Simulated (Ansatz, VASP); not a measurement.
P in VASP and in Ansatz

File INCAR:

```
SYSTEM = P
PREC = Accurate
ENCUT = 520
EDIFF = 1E-7
ISMEAR = -1
SIGMA = 0.05
LREAL = .FALSE.
LASPH = .TRUE.
NELM = 100
ALGO = Normal
ISIF = 2
LWAVE = .FALSE.
LCHARG = .TRUE.
GGA = CA
LELF = .TRUE.
LVHAR = .TRUE.
NBANDS = 8
```

KPOINTS

```
regular mesh
0
G
  17 17 17
  0 0 0
```

Contents of POSCAR:

```
P
1.0
   -1.4183789177      1.4183789177      1.4183789177
    1.4183789177     -1.4183789177      1.4183789177
    1.4183789177      1.4183789177     -1.4183789177
P
1
Direct
    0.0000000000      0.0000000000      0.0000000000
```

Input for Ansatz:

```yaml
crystal:
  lattice:
    - [-1.4183789177, 1.4183789177, 1.4183789177]
    - [1.4183789177, -1.4183789177, 1.4183789177]
    - [1.4183789177, 1.4183789177, -1.4183789177]
  atoms:
    - { symbol: P, position: [0.0, 0.0, 0.0] }
kpoints:
  mp_grid: { grid: [17, 17, 17] }
scf:
  occupations: { method: fermi_dirac, width: 0.05 }
hamiltonian:
  xc: lda
  pseudopotentials: { kind: all_electron, lapw: { basis_error: 0.001 } }
output:
  forces: true
  stress: true
  eigenvalues: true
  populations: true
```

Change from the starting cell: volume scaled by 0.84, LAPW.

Alike in both runs: task single point; functional LDA; k mesh 17 × 17 × 17; occupations fermi-dirac, width 0.05 eV; no spin polarisation.

```csv
,VASP,Ansatz
version,VASP 6.6.1,Ansatz 0.2.0
potentials or method,"VASP PAW LDA potentials, release 64 (P)","all-electron LAPW, scalar-relativistic"
plane-wave cutoff (eV),520,see its input
```

|  | VASP | Ansatz | Ansatz less VASP |
| --- | --- | --- | --- |
| pressure (GPa) | 26.2 | 26.7 | +0.52 |

Ansatz ran all-electron here, so the differences hold the error of VASP's frozen core and of both bases.

Caveats: so large a pressure means that the cell lies far from this level's equilibrium, or that cutoff or potentials fall short (VASP).
